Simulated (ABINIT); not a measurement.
Runs of ABINIT 10.8.3 (patched build) on W. The structure is cubic, space group Im-3m (No. 229). Conventional cell: a = 3.165 Å, b = 3.165 Å, c = 3.165 Å, α = 90.00°, β = 90.00°, γ = 90.00°. W (site symmetry m-3m) has 8 W at 2.74 Å as nearest neighbours. 

```tsv
level	gap on the mesh (eV)	pressure (GPa)
SCAN	none	(b)
r2SCAN	none	(a)
PBEsol	none	-2.5
AM05	none	-4.2
RPBE	none	9.9
BLYP	none	15.9
LDA	none	(c)
WC	none	-0.8
revPBE	none	8.8
PW91	none	6.1
```

Alike in all rows: task band structure; potentials or basis JTH PAW PBE v2.0; no spin polarisation; cell as given; k mesh 12 × 12 × 12; cutoff (eV) 517; smearing fermi-dirac 0.05 eV.

Problem. Fill in the values left out.

Solution. (a) 2.6; (b) -5.2; (c) -8.3.

Caveats: the PAW data sets were made with another functional, which shifts forces and pressure a little; spin-orbit coupling is left out, which moves the levels of the heavy elements.

A k mesh can miss the band edges, and the runs leave out spin-orbit coupling on W.

A gap of «none» marks a metal or a gap under the smearing width.

Runs at the PBE level aren't shown here.
